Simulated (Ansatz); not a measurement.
**Ni: starts and ends of a spin-polarised SCF**

Aim: see which self-consistent states Ni reaches from different starts at one fixed geometry, and which of them is lowest. Ni is taken in its deposited structure (space group Fm-3m, primitive cell doubled), 2 atoms in the cell. Source: COD entry 2100655.

Program: Ansatz 0.2.0. Level of theory: DFT r2SCAN, PAW, plane waves, scalar-relativistic. These are calculated values, not measurements.

## 1. The system as given

The structure is cubic, space group Fm-3m (No. 225). The conventional cell has a = 3.533 Å, b = 3.533 Å, c = 3.533 Å, α = 90.00°, β = 90.00°, γ = 90.00°. Ni (site symmetry m-3m) has 12 Ni at 2.50 Å in its first shell of neighbours.

As a file:

```cif
data_structure
_symmetry_space_group_name_H-M 'P 1'
_symmetry_Int_Tables_number 1
_cell_length_a 2.4981
_cell_length_b 2.4981
_cell_length_c 4.9961
_cell_angle_alpha 60.000
_cell_angle_beta 60.000
_cell_angle_gamma 60.000
_cell_volume 22.05
loop_
_atom_site_label
_atom_site_type_symbol
_atom_site_fract_x
_atom_site_fract_y
_atom_site_fract_z
_atom_site_occupancy
Ni1 Ni 0.00000 0.00000 0.00000 1
Ni2 Ni 0.00000 0.00000 0.50000 1
```

Labels such as Ni2 number the atoms in the order of the input file.

Planned first: parallel moments, plain SCF; opposed moments +-, plain SCF; no spin polarisation; spin on, no moments given (the program may seed its own), plain SCF. Further starts follow from what these give.

A plain SCF has the search for lower states switched off and ends at the first converged state. 

Moments by site are taken inside atomic spheres; the rest lies between them.

## 2. Parallel moments, plain SCF

Contents of input.yaml:

```yaml
crystal:
  lattice:
    - [0.0, 1.7664, 1.7664]
    - [1.7664, 0.0, 1.7664]
    - [3.5328, 3.5328, 0.0]
  atoms:
    - { symbol: Ni, position: [0.0, 0.0, 0.0], spin: 2.0 }
    - { symbol: Ni, position: [0.0, 0.0, 0.5], spin: 2.0 }
magnetization:
  spin_polarized: true
hamiltonian:
  xc: r2scan
  pseudopotentials: { kind: paw }
basis:
  ecutwfc: 500
kpoints:
  mp_grid: { grid: [13, 13, 7] }
scf:
  occupations: { method: gaussian, width: 0.1 }
  lower_state_search: "off"
output:
  forces: true
  stress: true
  write_density: true
  write_potential: true
  elf: true
  volumetric_format: npy
```

Started as:

```sh
ansatz run input.yaml --threads 2 --pin off --max-ram 5120MiB --backend cpu --events-out ev --progress --plain --runs-dir out
```

What it wrote, shortened:

```text
Warning: crystal.symmetry: narrowed to the stabiliser of the k-point mesh — unitary ops 24 → 8; excluded 16 operations that carry a point of the 13×13×7 mesh (shift [0, 0, 0]) off the mesh (the run samples exactly the mesh kpoints.mp_grid names, as under crystal.symmetry.detect: false, [...]
Pseudopotentials: kind: paw
Pseudopotential: Ni, paw, valence charge 18, recommended cutoff 500 eV (meta_gga), Ni.paw.azcp
Functional definition: r2SCAN
[...]
Crystal: 2 atoms, lattice volume = 22.046 Å³
Basis set: ecut = 500 eV, 555 PW (Γ), exchange–correlation on 80×80×160 points (64 copies of the dense FFT grid, shifted against one another)
Bands: 24, of which v1, the nominal top of the filled ones, is band 18 counted from 1 (17 counted from 0)
Symmetry: 8 space group operations
k-points: 322 of 1183
[...]
Starting moments: Σ|m| = 4 μB on 2 of 2 sites
[...]
SCF iter   1: F=-11690.369205 eV  HF=-11689.731279 eV  |F-HF|=6.38e-1  |Δ(HF+E_count)|=         —  Δρ=1.13e-1 (↑9.17e-2 ↓1.13e-1)  dr2=6.20e-2  dr2_τ=3.45e-2  dr2_m=2.10e0  M=2.039 μB ∫|m|=2.334 μB  β_m=0.61  ethr=1.73e-4  ⟨swp⟩=1.6  Hψ=83303  notcnv=0
[...]
spin-set hold released at iteration 1 (the charge has settled, or the pull on large starting moments outlasts its swing): the magnetisation degrees of freedom join the quasi-Newton model from the next iteration; the mixer history was flushed
[...]
SCF iter  14: F=-11690.553112 eV  HF=-11690.553112 eV  |F-HF|=1.63e-8  |Δ(HF+E_count)|=   3.32e-6  Δρ=1.04e-5 (↑1.04e-5 ↓6.50e-6)  dr2=1.25e-8  dr2_τ=1.28e-10  dr2_m=6.24e-9  M=1.548 μB ∫|m|=1.902 μB  ethr=2.78e-10  ⟨swp⟩=11.2  Hψ=125099  notcnv=0
[...]
this state was not tested for a lower state beside it, because the mixer in use, unlike msr1, does not test its closes by its own steps (another_mixer; see scf.mixing.algorithm and scf.lower_state_search)
SCF converged after 14 iterations
Magnetization: 1.5483 μB (18.7741 up, 17.2259 down)
Absolute magnetization: 1.9043 μB (∫|ρ↑−ρ↓|, with the PAW one-centre terms)
Spin contamination: 0.0467 ħ² per cell (⟨S²⟩ above its minimum at these occupations)
Per-site moments (μB) at R_I (Å): [(0.8442910650534732, 1.030452570087532), (0.8442910650534732, 1.030452570087532)]
Free energy (F): -11690.553112 eV
[...]
E sigma→0 (E₀):  -11690.546437 eV
Entropy (-TS):   -0.013349 eV (-6.675 meV/atom)
Fermi energy:    17.847044 eV
[...]
--- Forces (eV/Å), atoms counted from 1 ---
  atom   1  Ni     0.00000000    -0.00000000     0.00000000
  atom   2  Ni     0.00000000    -0.00000000     0.00000000
[...]
--- Stress (GPa, compression-positive) ---
       -8.966338      -0.048761      -0.029909
       -0.048761      -8.966338      -0.029909
       -0.029852      -0.029852      -8.918560
  P = ⅓ Tr σ = -8.9504 GPa (-89.504 kbar)
--- Band table (eV; the first three rows and the last of 644) ---
  k-point 0 ↑: bands = ["-89.9836", "-89.9517", "-48.9711", "-48.7939", "-48.7933", "-48.7671", "-48.7629", "-48.7579", "8.3817", "12.5058", "14.8111", "14.8165", "14.8257", "14.9061", "14.9091", "16.1112", "16.1138", "16.6806", "16.6903", "17.3309", "23.2700", "40.4676", "41.9837", "43.0425"]
[...]
```

Wall time 50 s (2 threads of Arm Neoverse V1, shared host); peak memory 0.63 GiB.

The state reached is ferromagnetic, site moments Ni1 0.84, Ni2 0.84 μB, total 1.55 μB per cell, no gap on the k-mesh.

Density in a lattice plane of the grid's cell (edges 2.50 and 5.00 Å, at 0.000 of the third edge), which holds Ni. It is the smooth density of the valence electrons, not physical close to the nuclei.

Ten even steps from '0' (0.27 e/Å³) to '9' (60.72 e/Å³):
```
553000000002
121000000000
000000000000
000000000000
000000000000
000000000000
000000000000
100000000011
520000000035
962000000026
553000000002
111000000000
000000000000
000000000000
000000000000
000000000000
000000000000
100000000012
520000000035
962000000026
```
Columns run along the first of these edges and rows up along the second, over one cell in 12 and 20 even steps from the bottom left corner. Atoms in the plane (fractional): Ni at (0.00, 0.00), Ni at (0.00, 0.50).

Spin density (up less down) in a lattice plane of the grid's cell (edges 2.50 and 5.00 Å, at 0.000 of the third edge), which holds Ni.

Ten even steps from ' ' (-0.02 e/Å³) to '@' (3.73 e/Å³):
```
++++--..              ::
..::..                  
                        
                        
                        
                        
                        
..                  ....
++::              ..--++
@@**::              ::**
++++--..              ::
......                  
                        
                        
                        
                        
                        
..                  ..::
++::              ..--++
@@**::              ::**
```
Columns run along the first of these edges and rows up along the second, over one cell in 12 and 20 even steps from the bottom left corner. Atoms in the plane (fractional): Ni at (0.00, 0.00), Ni at (0.00, 0.50).

## 3. Opposed moments +-, plain SCF

Edit input.yaml of step 2 so:

```diff
@@ -7,3 +7,3 @@
     - { symbol: Ni, position: [0.0, 0.0, 0.0], spin: 2.0 }
-    - { symbol: Ni, position: [0.0, 0.0, 0.5], spin: 2.0 }
+    - { symbol: Ni, position: [0.0, 0.0, 0.5], spin: -2.0 }
 magnetization:
@@ -23,5 +23 @@
   stress: true
-  write_density: true
-  write_potential: true
-  elf: true
-  volumetric_format: npy
```

Started as:

```sh
ansatz run input.yaml --threads 2 --pin off --max-ram 5120MiB --backend cpu --events-out ev --progress --plain --runs-dir out
```

What it wrote:

```text
Warning: crystal.symmetry: narrowed to the stabiliser of the k-point mesh — unitary ops 12 → 4; excluded 8 operations that carry a point of the 13×13×7 mesh (shift [0, 0, 0]) off the mesh (the run samples exactly the mesh kpoints.mp_grid names, as under crystal.symmetry.detect: false, and its converged state has the mesh's symmetry, not the crystal's; ε∞, the Born charges and the force constants of a linear response (`dielectric:` by the response, `phonons.method: dfpt`) are averaged over those of the crystal's operations that the state keeps within a tolerance, where `mesh_tensors`, `unaveraged_element` or `gamma_mean_max_change_ev_ang2` stands beside them; a row that `dielectric.field_direction` solves alone is averaged likewise, with nothing beside; a Γ-centred mesh of equal divisions is mapped onto itself by every operation and keeps the whole group, as does a half-shifted one under kpoints.further_shifts: images)
[... 12 lines as in an earlier run ...]
Symmetry: 4 space group operations
[... 6 lines as in an earlier run ...]
Starting moments: Σ|m| = 4 μB on 2 of 2 sites
[... 2 lines as in an earlier run ...]
spin-down is spin-up translated by (0, 0, 0.5): one eigenproblem is solved per k-point and the antiferromagnetic symmetry of the starting moments is kept exactly by this SCF (crystal.symmetry.spin_inversion_symmetry: false solves both channels; [...]
iter 1 solved again at ethr=3.13e-4 eV; its pass at ethr=3.10e-3 eV (dr2=1.13e-1 eV) is discarded
SCF iter   1: F=-11690.046289 eV  HF=-11689.453787 eV  |F-HF|=5.93e-1  |Δ(HF+E_count)|=         —  Δρ=1.10e-1 (↑1.10e-1 ↓1.10e-1)  dr2=1.12e-1  dr2_τ=3.44e-2  dr2_m=2.39e0  M=0.000 μB ∫|m|=2.221 μB  β_m=0.30  ethr=3.13e-4  ⟨swp⟩=1.4  Hψ=42804  notcnv=0
Mixer restart at iter 1: flushing history
preconditioner: auto → none  [metal: Δε(μ)=0.001 eV  Ē_g=12.183 eV  σ=0.100 eV  W_gap=0.00  n_scr=8 (ndim 8)  ℏωp=35.4 eV  f_vac=0.000  D(μ)=5.57/eV (n_scr^D=110)  sad-step TF]
[... 1 line as in an earlier run ...]
SCF iter   2: F=-11690.139397 eV  HF=-11689.845054 eV  |F-HF|=2.94e-1  |Δ(HF+E_count)|=   3.91e-1  Δρ=9.14e-2 (↑9.14e-2 ↓9.14e-2)  dr2=9.80e-2  dr2_τ=6.30e-3  dr2_m=1.64e0  M=0.000 μB ∫|m|=2.045 μB  β_m=0.30  ethr=3.12e-4  ⟨swp⟩=2.9  Hψ=15370  notcnv=0  defer=2  κ⁻¹=1.0e0(r=1)
SCF iter   3: F=-11690.214794 eV  HF=-11690.347496 eV  |F-HF|=1.33e-1  |Δ(HF+E_count)|=   5.02e-1  Δρ=2.53e-2 (↑2.53e-2 ↓2.53e-2)  dr2=1.30e-1  dr2_τ=1.03e-3  dr2_m=5.06e-2  M=0.000 μB ∫|m|=1.411 μB  β_m=0.30  ethr=2.72e-4  ⟨swp⟩=3.1  Hψ=20339  notcnv=0  defer=356  κ⁻¹=1.9e-2(r=2)
SCF iter   4: F=-11690.339520 eV  HF=-11690.320945 eV  |F-HF|=1.86e-2  |Δ(HF+E_count)|=   2.66e-2  Δρ=1.44e-2 (↑1.44e-2 ↓1.44e-2)  dr2=8.04e-3  dr2_τ=5.56e-4  dr2_m=3.02e-2  M=0.000 μB ∫|m|=1.322 μB  β_m=0.30  ethr=2.72e-4  ⟨swp⟩=2.4  Hψ=14539  notcnv=0  defer=365  κ⁻¹=6.1e-3(r=3)
SCF iter   5: F=-11690.352476 eV  HF=-11690.333151 eV  |F-HF|=1.93e-2  |Δ(HF+E_count)|=   1.22e-2  Δρ=7.89e-3 (↑7.89e-3 ↓7.89e-3)  dr2=2.76e-3  dr2_τ=1.47e-4  dr2_m=8.64e-3  M=0.000 μB ∫|m|=1.222 μB  β_m=0.30  ethr=2.23e-5  ⟨swp⟩=2.1  Hψ=15547  notcnv=0  defer=362  κ⁻¹=1.3e-3(r=4)
SCF iter   6: F=-11690.363648 eV  HF=-11690.359479 eV  |F-HF|=4.17e-3  |Δ(HF+E_count)|=   2.63e-2  Δρ=4.01e-3 (↑4.01e-3 ↓4.01e-3)  dr2=1.10e-3  dr2_τ=2.07e-5  dr2_m=2.61e-3  M=0.000 μB ∫|m|=1.183 μB  β_m=0.30  ethr=7.67e-6  ⟨swp⟩=2.4  Hψ=17108  notcnv=0  defer=357  κ⁻¹=9.4e-5(r=5)
SCF iter   7: F=-11690.366567 eV  HF=-11690.365542 eV  |F-HF|=1.03e-3  |Δ(HF+E_count)|=   6.06e-3  Δρ=2.87e-3 (↑2.87e-3 ↓2.87e-3)  dr2=1.09e-3  dr2_τ=1.54e-5  dr2_m=1.16e-3  M=0.000 μB ∫|m|=1.195 μB  β_m=0.30  ethr=3.06e-6  ⟨swp⟩=2.0  Hψ=15014  notcnv=0  defer=357  κ⁻¹=4.0e-5(r=6)
SCF iter   8: F=-11690.369226 eV  HF=-11690.368046 eV  |F-HF|=1.18e-3  |Δ(HF+E_count)|=   2.50e-3  Δρ=1.78e-3 (↑1.78e-3 ↓1.78e-3)  dr2=1.50e-4  dr2_τ=7.05e-6  dr2_m=5.05e-4  M=0.000 μB ∫|m|=1.183 μB  β_m=0.30  ethr=3.02e-6  ⟨swp⟩=2.0  Hψ=14538  notcnv=0  defer=357  κ⁻¹=8.1e-6(r=7)
SCF iter   9: F=-11690.369902 eV  HF=-11690.369503 eV  |F-HF|=3.99e-4  |Δ(HF+E_count)|=   1.46e-3  Δρ=1.05e-3 (↑1.05e-3 ↓1.05e-3)  dr2=6.07e-5  dr2_τ=3.26e-6  dr2_m=1.72e-4  M=0.000 μB ∫|m|=1.179 μB  β_m=0.30  ethr=4.17e-7  ⟨swp⟩=2.0  Hψ=15039  notcnv=0  defer=355  κ⁻¹=5.2e-6(r=8)
SCF iter  10: F=-11690.370195 eV  HF=-11690.370209 eV  |F-HF|=1.37e-5  |Δ(HF+E_count)|=   7.06e-4  Δρ=4.89e-4 (↑4.89e-4 ↓4.89e-4)  dr2=8.29e-5  dr2_τ=3.61e-7  dr2_m=1.88e-5  M=0.000 μB ∫|m|=1.181 μB  β_m=0.30  ethr=1.69e-7  ⟨swp⟩=3.0  Hψ=15645  notcnv=0  defer=355  κ⁻¹=2.5e-6(r=8)
SCF iter  11: F=-11690.370231 eV  HF=-11690.370225 eV  |F-HF|=6.16e-6  |Δ(HF+E_count)|=   1.62e-5  Δρ=2.28e-4 (↑2.28e-4 ↓2.28e-4)  dr2=1.21e-5  dr2_τ=1.17e-7  dr2_m=5.66e-6  M=0.000 μB ∫|m|=1.181 μB  β_m=0.30  ethr=1.69e-7  ⟨swp⟩=2.4  Hψ=10407  notcnv=0  defer=354  κ⁻¹=1.7e-5(r=8)
SCF iter  12: F=-11690.370249 eV  HF=-11690.370242 eV  |F-HF|=6.59e-6  |Δ(HF+E_count)|=   1.73e-5  Δρ=1.79e-4 (↑1.79e-4 ↓1.79e-4)  dr2=1.24e-5  dr2_τ=3.27e-8  dr2_m=1.28e-6  M=0.000 μB ∫|m|=1.182 μB  β_m=0.30  ethr=3.37e-8  ⟨swp⟩=2.4  Hψ=13388  notcnv=0  defer=354  κ⁻¹=2.1e-6(r=8)
SCF iter  13: F=-11690.370250 eV  HF=-11690.370247 eV  |F-HF|=3.01e-6  |Δ(HF+E_count)|=   5.03e-6  Δρ=8.13e-5 (↑8.13e-5 ↓8.13e-5)  dr2=2.94e-7  dr2_τ=2.31e-8  dr2_m=9.42e-7  M=0.000 μB ∫|m|=1.182 μB  β_m=0.30  ethr=3.37e-8  ⟨swp⟩=1.6  Hψ=8887  notcnv=0  defer=354  κ⁻¹=4.7e-6(r=8)
SCF iter  14: F=-11690.370253 eV  HF=-11690.370252 eV  |F-HF|=4.86e-7  |Δ(HF+E_count)|=   5.12e-6  Δρ=2.71e-5 (↑2.71e-5 ↓2.71e-5)  dr2=2.15e-7  dr2_τ=5.96e-10  dr2_m=2.60e-8  M=0.000 μB ∫|m|=1.182 μB  β_m=0.30  ethr=8.16e-10  ⟨swp⟩=3.0  Hψ=16942  notcnv=0  defer=354  κ⁻¹=2.3e-6(r=8)
SCF iter  15: F=-11690.370253 eV  HF=-11690.370253 eV  |F-HF|=2.38e-7  |Δ(HF+E_count)|=   3.29e-7  Δρ=1.84e-5 (↑1.84e-5 ↓1.84e-5)  dr2=1.08e-7  dr2_τ=4.11e-10  dr2_m=1.33e-8  M=0.000 μB ∫|m|=1.182 μB  β_m=0.30  ethr=5.97e-10  ⟨swp⟩=2.1  Hψ=11111  notcnv=0  defer=354  κ⁻¹=4.3e-6(r=8)
SCF iter  16: F=-11690.370253 eV  HF=-11690.370253 eV  |F-HF|=1.92e-8  |Δ(HF+E_count)|=   2.68e-7  Δρ=5.35e-6 (↑5.35e-6 ↓5.35e-6)  dr2=2.67e-9  dr2_τ=7.69e-11  dr2_m=3.23e-9  M=0.000 μB ∫|m|=1.182 μB  ethr=2.78e-10  ⟨swp⟩=5.0  Hψ=31093  notcnv=0
SCF 1 converged in 16 iterations: F = -11690.370253 eV  dr2 = 2.67e-9
[... 1 line as in an earlier run ...]
SCF converged after 16 iterations
Magnetization: 0.0000 μB (18.0000 up, 18.0000 down)
Absolute magnetization: 1.1830 μB (∫|ρ↑−ρ↓|, with the PAW one-centre terms)
Spin contamination: 0.5702 ħ² per cell (⟨S²⟩ above its minimum at these occupations)
Per-site moments (μB) at R_I (Å): [(0.567319102738796, 1.030452570087532), (-0.567319102738796, 1.030452570087532)]
Free energy (F): -11690.370253 eV
Harris-Foulkes:  -11690.370253 eV  (|F-HF|=1.92e-8)
Internal energy: -11690.356861 eV  (E = F + TS)
E sigma→0 (E₀):  -11690.363557 eV
Entropy (-TS):   -0.013392 eV (-6.696 meV/atom)
Fermi energy:    17.555244 eV
--- Per-component energies (eV) ---
  E_band       = -628.692379
  E_kinetic    = 563.221563
  E_local      = -6932.437105  (includes V_loc(G=0)·N_el)
  E_nonlocal   = 1282.097705
  E_hartree    = 2898.548903
  E_xc         = -156.829631
  E_vxc        = -232.749475  (∫ρ·V_xc dr)
  E_paw        = -3289.499615  (= ΣΔE_a)
  E_vpaw       = -1123.142782  (= ΣTr[D̂ρ^β])
  E_aug_tail   = 0.000448  (compensation charges beyond the density's cutoff)
  E_vtau       = 17.224465  (kinetic-family band-sum trace: ∫τ·v_τ [+ j·A + Jᵃ·Aᵃ] dr)
  E_ewald      = -6054.858994
  E_core_change = -0.600137  (= ΣΔE_core)
  E_smearing   = -0.013392  (= −TS)
  E_closure    = -0.000000  (closes the sum)
  Σ components = -11690.370253   (vs F -11690.370253, Δ=0.00e0)
--- Forces (eV/Å), atoms counted from 1 ---
  atom   1  Ni     0.00000000     0.00000000     0.00000000
  atom   2  Ni    -0.00000000    -0.00000000     0.00000000
  max |Σ_I F_I| component: 1.26e-29 eV/Å
--- Stress (GPa, compression-positive) ---
       -9.459590       1.374539      -1.491345
        1.374539      -9.459590      -1.491345
       -1.491237      -1.491237      -9.491276
  P = ⅓ Tr σ = -9.4702 GPa (-94.702 kbar)
```

Wall time 24 s (2 threads of Arm Neoverse V1, shared host); peak memory 0.59 GiB.

The state reached is antiferromagnetic (magnetic neighbours of Ni1 with a moment over 0.3 of its own that point the other way: 6 of 12 at 2.50 Å, 6 of 6 at 3.53 Å), site moments Ni1 0.57, Ni2 -0.57 μB, total 0.00 μB per cell, no gap on the k-mesh. Against step 2, the lowest until now, it is 91.4 meV/atom higher.

## 4. No spin polarisation

Edit input.yaml of step 3 so:

```diff
@@ -6,6 +6,4 @@
   atoms:
-    - { symbol: Ni, position: [0.0, 0.0, 0.0], spin: 2.0 }
-    - { symbol: Ni, position: [0.0, 0.0, 0.5], spin: -2.0 }
-magnetization:
-  spin_polarized: true
+    - { symbol: Ni, position: [0.0, 0.0, 0.0] }
+    - { symbol: Ni, position: [0.0, 0.0, 0.5] }
 hamiltonian:
@@ -23 +21,5 @@
   stress: true
+  write_density: true
+  write_potential: true
+  elf: true
+  volumetric_format: npy
```

Started as:

```sh
ansatz run input.yaml --threads 2 --pin off --max-ram 5120MiB --backend cpu --events-out ev --progress --plain --runs-dir out
```

What it wrote, shortened:

```text
[... 12 lines as in an earlier run ...]
Bands: 22, of which v1, the nominal top of the filled ones, is band 18 counted from 1 (17 counted from 0)
[... 6 lines as in an earlier run ...]
[...]
[... 2 lines as in an earlier run ...]
SCF iter   1: F=-11690.275438 eV  HF=-11690.196542 eV  |F-HF|=7.89e-2  |Δ(HF+E_count)|=         —  Δρ=2.06e-2  dr2=5.08e-2  dr2_τ=5.77e-2  ethr=1.77e-3  ⟨swp⟩=5.1  Hψ=27940  notcnv=0
[...]
SCF iter   9: F=-11690.294208 eV  HF=-11690.294208 eV  |F-HF|=2.16e-9  |Δ(HF+E_count)|=   1.37e-8  Δρ=5.41e-6  dr2=2.80e-9  dr2_τ=3.37e-11  ethr=2.78e-10  ⟨swp⟩=9.6  Hψ=53149  notcnv=0
[...]
SCF converged after 9 iterations
Free energy (F): -11690.294208 eV
[...]
E sigma→0 (E₀):  -11690.275592 eV
Entropy (-TS):   -0.037231 eV (-18.615 meV/atom)
Fermi energy:    17.446198 eV
[...]
--- Forces (eV/Å), atoms counted from 1 ---
  atom   1  Ni    -0.00000000     0.00000000     0.00000000
  atom   2  Ni     0.00000000     0.00000000     0.00000000
[...]
--- Stress (GPa, compression-positive) ---
      -11.724973       0.100322      -0.153132
        0.100322     -11.724973      -0.153132
       -0.153132      -0.153132     -11.907656
  P = ⅓ Tr σ = -11.7859 GPa (-117.859 kbar)
--- Band table (eV; the first three rows and the last of 322) ---
  k-point 0: bands = ["-89.1772", "-89.1441", "-48.1802", "-48.0046", "-48.0020", "-47.9732", "-47.9710", "-47.9615", "8.2726", "12.9360", "15.4981", "15.4995", "15.5959", "15.5982", "15.6069", "16.6191", "16.6211", "17.2312", "17.4178", "17.4200", "23.6762", "40.3379"]
[...]
```

Run time: 15 s. Hardware: 2 threads of Arm Neoverse V1, shared host; peak memory 0.49 GiB.

Result: non-magnetic (no spin polarisation), no gap on the k-mesh. It lies 129 meV/atom above the lowest state so far (step 2).

Density in a lattice plane of the grid's cell (edges 2.50 and 5.00 Å, at 0.000 of the third edge), which holds Ni.

Ten even steps from '0' (0.26 e/Å³) to '9' (60.75 e/Å³):
```
553000000002
121000000000
000000000000
000000000000
000000000000
000000000000
000000000000
100000000011
520000000035
962000000026
553000000002
111000000000
000000000000
000000000000
000000000000
000000000000
000000000000
100000000012
520000000035
962000000026
```
Columns run along the first of these edges and rows up along the second, over one cell in 12 and 20 even steps from the bottom left corner. Atoms in the plane (fractional): Ni at (0.00, 0.00), Ni at (0.00, 0.50).

ELF in the same plane.

Ten even steps from ' ' (0.17) to '@' (0.73):
```
####++::            ::++
--==--::      ..      ::
  ......      ......    
              ........  
..          ..          
    ........            
      ......      ......
--..      ..    ..::--==
##==::            ::++##
@@##==..          ..==##
####++::            ::==
--==--::..    ..      ..
  ......      ......    
              ........  
..          ..          
    ........            
      ......      ......
--::      ..      ::--==
##++::            ::++##
@@%%==::          ::==%%
```
Columns run along the first of these edges and rows up along the second, over one cell in 12 and 20 even steps from the bottom left corner. Atoms in the plane (fractional): Ni at (0.00, 0.00), Ni at (0.00, 0.50).

Both are smooth fields of the valence electrons: close to the nuclei they are not physical.

## 5. Spin on, no moments given (the program may seed its own), plain SCF

Edit input.yaml of step 4 so:

```diff
@@ -21,5 +21,3 @@
   stress: true
-  write_density: true
-  write_potential: true
-  elf: true
-  volumetric_format: npy
+magnetization:
+  spin_polarized: true
```

Started as:

```sh
ansatz run input.yaml --threads 2 --pin off --max-ram 5120MiB --backend cpu --events-out ev --progress --plain --runs-dir out
```

What it wrote, shortened:

```text
[... 1 line as in an earlier run ...]
band count auto-derived: 24 (N_el = 36.0; filled up to band 18; 22 by the electrons, moments and atoms)
[... 21 lines as in an earlier run ...]
[...]
SCF iter   1: F=-11689.942206 eV  HF=-11688.860801 eV  |F-HF|=1.08e0  |Δ(HF+E_count)|=         —  Δρ=1.85e-1 (↑1.85e-1 ↓1.67e-1)  dr2=4.41e-2  dr2_τ=4.35e-2  dr2_m=6.23e0  M=2.506 μB ∫|m|=2.506 μB  ethr=1.03e-3  ⟨swp⟩=1.3  Hψ=42044  notcnv=0
[...]
SCF iter  12: F=-11690.553112 eV  HF=-11690.553112 eV  |F-HF|=1.31e-8  |Δ(HF+E_count)|=   1.99e-7  Δρ=9.74e-6 (↑1.16e-6 ↓9.74e-6)  dr2=3.86e-9  dr2_τ=6.53e-11  dr2_m=5.54e-9  M=1.548 μB ∫|m|=1.902 μB  ethr=1.61e-10  ⟨swp⟩=2.9  Hψ=60003  notcnv=0
[...]
SCF converged after 12 iterations
Magnetization: 1.5483 μB (18.7742 up, 17.2258 down)
Absolute magnetization: 1.9044 μB (∫|ρ↑−ρ↓|, with the PAW one-centre terms)
Spin contamination: 0.0467 ħ² per cell (⟨S²⟩ above its minimum at these occupations)
Per-site moments (μB) at R_I (Å): [(0.8443233799541863, 1.030452570087532), (0.8443233799541863, 1.030452570087532)]
Free energy (F): -11690.553112 eV
[...]
E sigma→0 (E₀):  -11690.546437 eV
Entropy (-TS):   -0.013349 eV (-6.674 meV/atom)
Fermi energy:    17.847168 eV
[... 26 lines left out: energy terms, forces, stress ...]
```

Wall time 34 s (2 threads of Arm Neoverse V1, shared host); peak memory 0.62 GiB.

This is the state of step 2 again (ferromagnetic), after 12 iterations.

(Part 1 of 2 ends here.)
